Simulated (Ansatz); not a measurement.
**Redistribution: C3H7Cl + C4H10O → C3H8O + C4H9Cl**

Gas-phase species: C3H7Cl (1-chloropropane) `CCCCl`, singlet; C4H10O (1-butanol) `CCCCO`, singlet; C3H8O `CCCO`, singlet; C4H9Cl (1-chlorobutane) `CCCCCl`, singlet. The partners trade Cl for OH; both sit on C, so the bond types are kept.

Shapes, held fixed at every level: PBE0-D4/def2-TZVP. Flexible molecules stand in one conformer, not always the lowest. Programs: Ansatz 0.2.0. The zero-point and thermal change to 298 K, harmonic and unscaled (PBE0-D4/def2-TZVP), is 0.0 kJ/mol.

**What was measured.** Tabulated heats of formation (CRC Handbook of Chemistry and Physics): C3H7Cl -131.9; C4H10O -274.9; C3H8O -255.1; C4H9Cl -154.4 kJ/mol, which give ΔH(298 K) = -2.7 kJ/mol.

| level | kind | ΔH (kJ/mol) | computed − measured |
| --- | --- | --- | --- |
| HF/def2-SVP | Hartree–Fock | -0.1 | +2.6 |
| r2SCAN-D4/def2-TZVPP | meta-GGA | -0.4 | +2.3 |
| wB97X-V/def2-TZVPP | range-separated hybrid | -0.4 | +2.3 |
| MP2/def2-SVP | perturbation theory | -0.6 | +2.1 |
| MP2/def2-TZVPP | perturbation theory | -0.6 | +2.1 |
| CCSD(T)/def2-SVP | coupled cluster or CI | -0.6 | +2.1 |
| CCSD(T)/def2-TZVPP | coupled cluster or CI | -0.5 | +2.2 |
| CCSD(T)/CBS estimate | coupled cluster or CI | -0.4 | +2.3 |

All levels lie within 4 kJ/mol, near the uncertainty of the heats themselves, so they can't be ranked here. The heats of C3H7Cl (1-chloropropane), C4H9Cl (1-chlorobutane) come from older tables and can be uncertain by 10 kJ/mol or more. The CBS estimate extrapolates MP2 from def2-TZVPP and def2-QZVPP and adds CCSD(T) − MP2 in the triple-zeta set, cores frozen.
